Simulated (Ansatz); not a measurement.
Computed with DFT PBE, scalar-relativistic, plane waves, PAW in Ansatz. All cells share a 420 eV cutoff and Γ-centred k meshes spaced at most about 0.3 Å⁻¹ (about 0.25 or finer for metals, 2π included). No spin polarisation in the final relaxations.

Temperature and zero-point effects are left out. All come from trial cells, and lower structures may exist.

**Question.** Order these relaxed structures of Bi by energy, lowest first, with the energy over the lowest of them.
A.

Space group P6/mmm (No. 191). a = 6.568 Å, b = 6.568 Å, c = 6.491 Å, α = 90.00°, β = 90.00°, γ = 120.00°
```json
{"atom": "Bi", "site": "6i", "symmetry": "2mm", "x": "0.5000", "y": "0.0000", "z": "0.7465"}
```

B.

Space group Pm-3m (No. 221). a = 4.802 Å, b = 4.802 Å, c = 4.802 Å, α = 90.00°, β = 90.00°, γ = 90.00°
```csv
atom,site,symmetry,x,y,z
Bi,3c,4/mm.m,0.0000,0.5000,0.5000
```

**Answer.** A (0 meV/atom), B (17 meV/atom). Forms: A P6/mmm; B Pm-3m. Counting all near atoms (those within 1.25 times the shortest distance at each site): A has Bi 6; B has Bi 8.

Spin–orbit coupling, which can matter for Bi, is left out. Cells relaxed within their symmetry can be saddle points. The part of the Crystallography Open Database at hand lists Bi in space groups No. 12, 166, 194; no cell shown has one of them. Some types were kept out of the candidates beforehand, so the set may lack a known form.
